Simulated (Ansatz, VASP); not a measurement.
# KZnF3 in VASP and in Ansatz

```
CELL_PARAMETERS angstrom
3.96524 0.00000 0.00000
0.00000 3.96524 0.00000
0.00000 0.00000 4.11150
ATOMIC_POSITIONS crystal
K 0.00000 0.00000 0.00000
Zn 0.50000 0.50000 0.50000
F 0.50000 0.50000 0.00000
F 0.50000 0.00000 0.50000
F 0.00000 0.50000 0.50000
```

Change from the starting cell: epitaxial_xy strain -2.0%.

Alike in both runs: task single point; functional PBE; k mesh 6 × 6 × 6; occupations fermi-dirac, width 0.02 eV; no spin polarisation.

|  | VASP | Ansatz |
| --- | --- | --- |
| version | VASP 6.6.1 | Ansatz 0.2.0 |
| potentials or method | VASP PAW PBE potentials, release 64 (K_sv, Zn, F) | plane waves, PAW |
| plane-wave cutoff (eV) | 520 | 420 |
| valence electrons in the cell | 42 | 42 |

|  | VASP | Ansatz | Ansatz less VASP |
| --- | --- | --- | --- |
| gap on the k mesh at the Fermi level (eV) | 3.75 | 3.82 | +0.073 |
| pressure (GPa) | 7.8 | 7.3 | -0.45 |
| largest component of the traceless stress (GPa) | 2.57 | 2.42 | -0.150 |

The functional is the same, so the differences come from potentials, cutoffs and numerics.

A k mesh can miss the band edges.
